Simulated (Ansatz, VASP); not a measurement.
One calculation of Sn3Te, two programs

INCAR

```
SYSTEM = Sn3Te
  ALGO = Normal
  EDIFF = 1E-6
  ENCUT = 520
  GGA = PE
  ISIF = 2
  ISMEAR = 0
  LASPH = .TRUE.
  LCHARG = .FALSE.
  LREAL = .FALSE.
  LWAVE = .FALSE.
  NBANDS = 32
  NELM = 100
  PREC = Accurate
  SIGMA = 0.1
```

File KPOINTS:

```
k-points
0
G
  12 12 12
  0 0 0
```

Contents of POSCAR:

```
Sn3Te
1.0
   -2.3009040000      2.3009040000      5.5164940000
    2.3009040000     -2.3009040000      5.5164940000
    2.3009040000      2.3009040000     -5.5164940000
Sn Te
3 1
Direct
    0.7500000000      0.2500000000      0.5000000000
    0.2540786775      0.7540786775      0.5000000000
    0.5000000000      0.5000000000      0.0000000000
    0.0000000000      0.0000000000      0.0000000000
```

Input for Ansatz:

```yaml
crystal:
  lattice:
    - [-2.300904, 2.300904, 5.516494]
    - [2.300904, -2.300904, 5.516494]
    - [2.300904, 2.300904, -5.516494]
  atoms:
    - { symbol: Sn, position: [0.75, 0.25, 0.5] }
    - { symbol: Sn, position: [0.2540786775, 0.7540786775, 0.5] }
    - { symbol: Sn, position: [0.5, 0.5, 0.0] }
    - { symbol: Te, position: [0.0, 0.0, 0.0] }
basis:
  ecutwfc: 420
kpoints:
  mp_grid: { grid: [12, 12, 12] }
hamiltonian:
  xc: pbe
scf:
  occupations: { method: gaussian, width: 0.1 }
output:
  forces: true
  stress: true
  eigenvalues: true
```

Change from the starting cell: one atom moved.

Alike in both runs: task single point; functional PBE; k mesh 12 × 12 × 12; occupations gaussian, width 0.1 eV; no spin polarisation.

|  | VASP | Ansatz |
| --- | --- | --- |
| version | VASP 6.6.1 | Ansatz 0.2.0 |
| potentials or method | VASP PAW PBE potentials, release 64 (Sn_d, Te) | scalar-relativistic, plane waves, PAW |
| plane-wave cutoff (eV) | 520 | 420 |
| valence electrons in the cell | 48 | 58 |

```csv
,VASP,Ansatz,Ansatz less VASP
gap on the k mesh at the Fermi level (eV),none,none,-
pressure (GPa),-0.3,-0.3,+0.03
largest component of the traceless stress (GPa),0.09,0.09,+0.001
rms of the force components (eV/Å),0.017,0.017,0.0000
```

Atom by atom the forces differ by 0.000 eV/Å (rms over components). A gap of «none» marks a metal or a gap that the smearing closes. The two sets of potentials don't hold the same shells in valence.

The runs have no spin-orbit coupling, so splittings on Te are missing.
